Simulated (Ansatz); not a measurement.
# What (GaP)1(CuCl)2 [001] superlattice, started as zinc blende distorts into

Which phase does (GaP)1(CuCl)2 [001] superlattice, started as zinc blende fall into along its unstable mode, and how much energy does it gain?

Method: DFT PBEsol, scalar-relativistic, plane waves, PAW, in Ansatz 0.2.0.

This is a report of a sequence of runs, with most program output left out.

The structure was built from a prototype and need not be the compound's stable phase.

### Step 1. The starting structure

The structure is orthorhombic, space group Imm2 (No. 44). The conventional cell has a = 3.841 Å, b = 4.021 Å, c = 15.343 Å, α = 90.00°, β = 90.00°, γ = 90.00°. Nearest to Cl lie 4 Cu at 2.27 to 2.50 Å. Nearest to Cl lie 2 Cu at 2.35 Å and 2 Ga at 2.57 Å. Nearest to Cu lie 2 P at 2.19 Å and 2 Cl at 2.50 Å. Cu has 4 Cl at 2.27 to 2.35 Å nearest. Nearest to Ga lie 2 P at 2.26 Å and 2 Cl at 2.57 Å. P has 2 Cu at 2.19 Å and 2 Ga at 2.26 Å nearest. Farther neighbours and most contacts between anions are not listed.

Coordinates:

```cif
data_structure
_symmetry_space_group_name_H-M 'Imm2'
_symmetry_Int_Tables_number 44
_cell_length_a 3.8412
_cell_length_b 4.0207
_cell_length_c 15.3428
_cell_angle_alpha 90.000
_cell_angle_beta 90.000
_cell_angle_gamma 90.000
_cell_volume 236.96
loop_
_atom_site_label
_atom_site_type_symbol
_atom_site_symmetry_multiplicity
_atom_site_Wyckoff_symbol
_atom_site_fract_x
_atom_site_fract_y
_atom_site_fract_z
_atom_site_occupancy
Cl1 Cl 2 b 0.00000 0.50000 0.25505 1
Cl2 Cl 2 b 0.50000 0.00000 0.41142 1
Cu1 Cu 2 a 0.50000 0.50000 0.15081 1
Cu2 Cu 2 a 0.00000 0.00000 0.32307 1
Ga1 Ga 2 a 0.00000 0.00000 0.01603 1
P1 P 2 b 0.50000 0.00000 0.09363 1
```

### Step 2. Modes at Γ

The cell comes from relaxations at this level that are not shown. The zone centre is the only wavevector solved here; it holds the modes that light can see, as far as symmetry allows. No field response is asked.

input.yaml reads:

```yaml
crystal:
  lattice:
    - [2.7161320141, 2.7161320141, 0.0]
    - [-2.8430426615, 2.8430426615, 0.0]
    - [2.7795873378, -0.0634553237, 7.6714223477]
  atoms:
    - { symbol: Cl, position: [0.7449548937, 0.7550451063, 0.5100902126] }
    - { symbol: Cl, position: [0.0885770485, 0.4114229515, 0.8228459029] }
    - { symbol: Cu, position: [0.3491929581, 0.6508070419, 0.3016140837] }
    - { symbol: Cu, position: [0.6769315084, 0.3230684916, 0.6461369832] }
    - { symbol: Ga, position: [-0.0160280252, 0.0160280252, 0.0320560504] }
    - { symbol: P, position: [0.4063716165, 0.0936283835, 0.187256767] }
kpoints:
  mp_grid: { grid: [8, 8, 8] }
hamiltonian:
  xc: pbesol
scf:
  occupations: { method: gaussian, width: 0.01 }
output:
  eigenvalues: true
phonons:
  method: dfpt
```

Run with:

```
> ansatz run input.yaml --threads 8 --pin off --max-ram 14336MiB --backend cpu --events-out ev --progress --plain --runs-dir out
```

It took 12 min on 8 threads of Arm Neoverse N1, shared host; peak memory 4.2 GiB; 87 min of CPU time.

This step gave:

```
gap on the k-mesh                                       : 0.1611 eV
volume per atom                                         : 19.75 Å³
sum-rule residual before enforcement                    : 4.53e-5 eV/Å²
point group                                             : mm2
highest optical mode at the zone centre (no LO-TO term) : 432.7 cm⁻¹
lowest optical zone-centre mode                         : -20.55 cm⁻¹
```

Without the LO-TO term. Patterns of degenerate modes are one choice out of their space. Modes at Γ, with each element's share of the kinetic energy (negative means imaginary):

```tsv
mode	frequency (cm⁻¹)	symmetry	Cl %	Cu %	Ga %	P %
1	-20.6	B2	6	13	76	5
2	0.0	acoustic	24	43	23	10
3	0.0	acoustic	24	43	23	10
4	0.0	acoustic	24	43	23	10
5	39.9	B1	4	94	1	0
6	48.7	B1	11	50	28	11
7	56.5	B2	13	74	0	13
8	98.9	A1	1	85	9	5
9	101.3	B1	72	2	20	5
10	113.3	B2	81	17	0	2
11	138.3	A1	35	57	8	1
12	173.7	A1	51	10	36	3
13	175.8	B1	88	12	0	0
14	222.6	A1	88	4	4	4
15	259.8	B2	76	24	0	0
16	324.0	A1	2	1	19	77
17	390.7	B2	0	29	0	70
18	432.7	B1	0	0	27	73
```

Displacements in mode 1 (-20.6 cm⁻¹), the largest set to 1:
```
Cl1  0.29 -0.29  0.00
Cl2  0.28 -0.28  0.00
Cu3  0.34 -0.34  0.00
Cu4  0.26 -0.26  0.00
Ga5 -1.00  1.00  0.00
P6   0.36 -0.36  0.00
```

Displacements in mode 6 (48.7 cm⁻¹), the largest set to 1:
```
Cl1 -0.66 -0.66  0.00
Cl2  0.23  0.23  0.00
Cu3  0.47  0.47  0.00
Cu4  1.00  1.00  0.00
Ga5 -0.78 -0.78  0.00
P6  -0.75 -0.75  0.00
```

Before it was imposed, the acoustic sum rule was missed by 4.5e-5 eV/Å². Small misses are needed for a sound result but don't prove that mesh and cutoff are converged. The lowest optical mode is imaginary, 20.6i cm⁻¹, so the energy falls along it.

### Step 3. The mode frozen in, largest atomic shift 0 Å

The mode followed lies at Γ with frequency 20.5i cm⁻¹, the softest among the wavevectors solved. At small amplitude the distorted cell has space group no. 8 by a symmetry search on the positions. The undistorted cell that holds it gives the zero of energy on the same k mesh.

Edit input.yaml of step 2 so:

```diff
@@ -10,3 +10,3 @@
     - { symbol: Cu, position: [0.6769315084, 0.3230684916, 0.6461369832] }
-    - { symbol: Ga, position: [-0.0160280252, 0.0160280252, 0.0320560504] }
+    - { symbol: Ga, position: [0.9839719748, 0.0160280252, 0.0320560504] }
     - { symbol: P, position: [0.4063716165, 0.0936283835, 0.187256767] }
@@ -19,4 +19,4 @@
 output:
+  forces: true
+  stress: true
   eigenvalues: true
-phonons:
-  method: dfpt
```

Wall time 14 s (8 threads); peak memory 0.73 GiB; 1.8 min of CPU time.

This step gave:

| Quantity | Value |
| --- | --- |
| pressure | -9.66e-4 GPa |
| energy from the undistorted cell | 0 meV/atom |

The run ends at a pressure of 0.00 GPa, with forces up to 4.0e-4 eV/Å.

### Step 4. The mode frozen in, largest atomic shift 0.08 Å

The atoms are moved along the unstable eigenvector, the largest shift by 0.08 Å, with the cell fixed.

input.yaml, the sections that differ from step 3:

```yaml
crystal:
  lattice:
    - [2.7161320141, 2.7161320141, 0.0]
    - [-2.8430426615, 2.8430426615, 0.0]
    - [2.7795873378, -0.0634553237, 7.6714223477]
  atoms:
    - { symbol: Cl, position: [0.7449548937, 0.7493016093, 0.5100902126] }
    - { symbol: Cl, position: [0.0885770485, 0.405856872, 0.8228459029] }
    - { symbol: Cu, position: [0.3491929581, 0.6439853264, 0.3016140837] }
    - { symbol: Cu, position: [0.6769315084, 0.317906846, 0.6461369832] }
    - { symbol: Ga, position: [0.9839719748, 0.0359252091, 0.0320560504] }
    - { symbol: P, position: [0.4063716165, 0.0863682966, 0.187256767] }
# kpoints, hamiltonian, scf, output: as in step 3
```

It took 22 s on 8 threads; peak memory 0.88 GiB.

Numbers from this step:

```
pressure                         : -0.003525 GPa
gap on the k-mesh                : 0.1795 eV
energy from the undistorted cell : -0.033 meV/atom
```

The energy, extrapolated to zero smearing, is -0.03 meV/atom against the undistorted cell.

The run ends at a pressure of 0.00 GPa, with forces up to 0.060 eV/Å.

### Step 5. Energy along the mode, all amplitudes (two of the runs are shown above)

An imaginary frequency means negative curvature, so the energy should fall and then rise again as anharmonic terms take over.

This step gave:

- depth at the lowest point sampled: 0.033 meV/atom
- largest atomic shift at that point: 0.08 Å

Table of energy from the parent by largest atomic shift:

```tsv
largest atomic shift (Å)	energy from the parent (meV/atom)
0.000	0
0.040	-0.016
0.080	-0.033
0.140	0.161
0.220	1.77
0.320	8.88
```

Displacement at unit largest shift by atom:

```tsv
atom	x (Å)	y (Å)	z (Å)	size
Cl1	0.204	-0.204	0.000	0.288
Cl2	0.198	-0.198	0.000	0.280
Cu3	0.242	-0.242	0.000	0.342
Cu4	0.183	-0.183	0.000	0.259
Ga5	-0.707	0.707	0.000	1.000
P6	0.258	-0.258	0.000	0.365
```

The lowest of the steps tried is at 0.08 Å, 0.033 meV/atom below the parent; the bottom of the well need not coincide with a step.

### Step 6. Relaxation from the frozen mode

Starting from the lowest point found, all atoms and the cell are let go, so that strain and other modes of the same symmetry can join in.

Edit input.yaml of step 4 so:

```diff
@@ -22 +22,6 @@
   eigenvalues: true
+relax:
+  adjacent_minimum: "off"
+  f_tol: 0.002
+  max_steps: 120
+  cell: { stress_tol: 0.03 }
```

It took 5.6 min on 8 threads; peak memory 1 GiB.

The steps of the relaxation:

```tsv
step	energy less that of the first step (eV)	largest force component (eV/Å)	pressure (GPa)	volume (Å³)
1	0.0000	0.0597	0.00	118.48
2	-0.0003	0.0202	0.00	118.53
3	-0.0004	0.0074	0.00	118.56
4	-0.0004	0.0084	0.00	118.57
5	-0.0009	0.0100	0.04	118.54
6	-0.0011	0.0128	0.00	118.65
7	-0.0015	0.0223	-0.05	118.85
8	-0.0016	0.1064	-0.15	119.21
9	-0.0026	0.0409	-0.07	119.31
10	-0.0032	0.0226	0.00	119.20
11	-0.0036	0.0051	-0.02	119.27
12	-0.0036	0.0039	0.00	119.23
13	-0.0036	0.0004	0.00	119.24
14	-0.0036	0.0004	0.00	119.25
15*	-0.0038	0.0004	0.00	119.25
```

Relaxation steps marked * repeat the geometry before them on a plane-wave basis chosen anew for their cell, so energy and pressure can jump there.

The run keeps the 2 symmetry operations that it works with, so distortions that break them were not tested.

```tsv
cell as run	before	after	change
a (Å)	3.841	3.827	-0.4 %
b (Å)	4.021	4.039	+0.5 %
c (Å)	8.160	8.166	+0.1 %
α (°)	104.26	103.22	-1.0 %
β (°)	76.39	76.45	+0.1 %
volume (Å³/atom)	19.75	19.88	+0.7 %
```

The atoms that moved most (Å, as changes of fractional coordinates times the final cell):

```tsv
atom	dx	dy	dz	length
Ga5	-0.185	0.185	0.080	0.273
Cu3	0.059	-0.059	-0.009	0.084
Cu4	0.043	-0.043	-0.031	0.069
P6	0.048	-0.048	-0.006	0.068
Cl1	0.026	-0.026	-0.007	0.037
Cl2	0.008	-0.008	-0.028	0.030
```

This step gave:

* pressure: 0.002382 GPa
* gap on the k-mesh: 0.4973 eV
* volume per atom: 19.88 Å³

The distorted start has space group Cm; the relaxation ends in Cm.

### Step 7. The new phase in its own primitive cell

The relaxed structure is symmetrised, reduced to its primitive cell and relaxed tightly, as its phonons need.

input.yaml reads:

```yaml
crystal:
  lattice:
    - [7.9390798967, -1.9132519739, 0.0]
    - [7.9390798967, 1.9132519739, 0.0]
    - [-0.9502581998, 0.0, 3.9254706845]
  atoms:
    - { symbol: Cl, position: [0.7454162155, 0.7454162155, 0.2602046072] }
    - { symbol: Cl, position: [0.0903534592, 0.0903534592, 0.5987208619] }
    - { symbol: Cu, position: [0.3497243855, 0.3497243855, 0.3773164495] }
    - { symbol: Cu, position: [0.6788926924, 0.6788926924, 0.6991763234] }
    - { symbol: Ga, position: [0.9789273236, 0.9789273236, 0.8945980177] }
    - { symbol: P, position: [0.406685924, 0.406685924, 0.930639581] }
kpoints:
  mp_grid: { grid: [8, 8, 8] }
hamiltonian:
  xc: pbesol
scf:
  occupations: { method: fixed }
output:
  forces: true
  stress: true
  eigenvalues: true
relax:
  adjacent_minimum: "off"
  f_tol: 0.001
  max_steps: 60
  cell: { stress_tol: 0.01 }
```

It took 52 s on 8 threads; peak memory 0.94 GiB; 6.8 min of CPU time.

Little changed from the start: no atom moved by 0.005 Å and no cell edge by 0.1 %.

Numbers from this step:

```
pressure           : 0.002383 GPa
direct gap on mesh : 0.6159 eV
```

The largest force component left is 0.57 meV/Å and the pressure is 0.002 GPa, within the tolerances set. The cell now holds 19.88 Å³/atom.

### Step 8. Modes of the new phase, occupations fixed

A relaxed structure may still be a saddle point, so its zone-centre modes are computed. The response to a homogeneous field gives the Born charges and the dielectric tensor, and its change with displacement the Raman tensors.

Edit input.yaml of step 7 so:

```diff
@@ -19,9 +19,7 @@
 output:
-  forces: true
-  stress: true
   eigenvalues: true
-relax:
-  adjacent_minimum: "off"
-  f_tol: 0.001
-  max_steps: 60
-  cell: { stress_tol: 0.01 }
+phonons:
+  method: dfpt
+  dielectric: true
+  rigid_motions: translations
+  raman: true
```

Wall time 39 min (8 threads); peak memory 6.6 GiB.

The run was cut off at the time limit after its SCF cycle had converged; no result of it is taken.

The program's message: “Warning: RAYON”

### Step 9. The phases reached

The phases reached along the modes that were followed are set side by side.

Energies are those of the first relaxation, on the mesh of the frozen mode; space group, volume and gap are those of the last relaxation. Phases, by row:

```tsv
mode frozen in	space group	energy from parent (meV/atom)	volume (Å³/atom)	gap on mesh (eV)	lowest zone-centre optical mode (cm⁻¹)	largest shift (Å)
parent	Imm2	0	19.75	0.161	–	–
q = (0, 0, 0), 21i cm⁻¹	Cm	-0.67	19.88	0.497	–	0.358
```

### Step 10. Outcome

| Item | Value |
| --- | --- |
| unstable mode of the parent | q = (0, 0, 0), 20i cm⁻¹ |
| depth at the lowest point sampled | 0.033 meV/atom |
| largest atomic shift at that point | 0.08 Å |
| space group reached (within 0.01 Å) | Cm |
| energy gained over the parent (first relaxation, on the mesh of the frozen mode) | 0.674 meV/atom |
| volume per atom, phase reached | 19.9 Å³ |
| gap on the k-mesh, phase reached | 0.497 eV |

In words: Along this mode the structure falls into Cm, 0.674 meV/atom below the parent. At the parent's cell the well is 0.033 meV/atom deep on the steps tried, with its lowest point at a shift of 0.08 Å. Relaxing atoms and cell changes the gain by +0.64 meV/atom against the lowest step (energies at zero smearing). Most of the total comes from this relaxation. The modes of the phase reached were not computed on this path. How so shallow a well moves with the k mesh was not tested. Each path keeps the symmetry of its pattern, so a lower phase may lie along a pattern not tried. The starting cell was built on a prototype and not taken from a measurement, so the phase need not exist.

[Logs are printed without paths, hosts, clocks, repeated set-up lines and the standing remarks that a program may print on its own settings, such as how far it seeks lower states.]

[Hosts, paths, dates, database ids (printed as entryN), source tags and the programs' standing remarks are cut or masked in the printed files.]
